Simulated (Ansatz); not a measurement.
The system is InP.

```
In P
1.0
     0.00000    2.93050    2.93050
     2.93050    0.00000    2.93050
     2.93050    2.93050    0.00000
In P
1 1
Direct
  0.00000 0.00000 0.00000
  0.75000 0.75000 0.75000
```

* Program: Ansatz 0.2.0
* Task: relaxation of cell and atoms
* Functional: revPBE
* Potentials or basis: Ansatz PAW
* Cutoff: 420 eV (not typed: the program's choice for these potentials)
* k mesh: 8 × 8 × 8
* Occupations: fermi-dirac, width 0.05 eV
* Spin: no spin polarisation

At the start: volume 25.17 Å³/atom.

How do energy, volume and symmetry change on relaxing?

It ends after 4 steps and the volume is 27.03 Å³/atom (+7.4 %); space group F-43m (No. 216, to 0.05 Å).

Step by step:
```csv
step,energy change (eV),largest force (eV/Å),volume (Å³)
1,0.0000,0.0000,50.33
2,-0.0488,0.0000,54.38
3,-0.0493,0.0000,54.07
4,-0.0502,0.0000,54.07
```

Final structure:
```cif
data_structure
_symmetry_space_group_name_H-M 'P 1'
_symmetry_Int_Tables_number 1
_cell_length_a 4.2444
_cell_length_b 4.2444
_cell_length_c 4.2444
_cell_angle_alpha 60.000
_cell_angle_beta 60.000
_cell_angle_gamma 60.000
_cell_volume 54.07
loop_
_atom_site_label
_atom_site_type_symbol
_atom_site_fract_x
_atom_site_fract_y
_atom_site_fract_z
_atom_site_occupancy
In1 In 0.00000 0.00000 0.00000 1
P1 P 0.75000 0.75000 0.75000 1
```

Caveat: the plane-wave basis is chosen anew once the cell has moved, so the energies of steps on either side of that aren't comparable; the PAW data sets come from PBE, with cores solved anew for the run's functional, which leaves a small shift of forces and pressure.
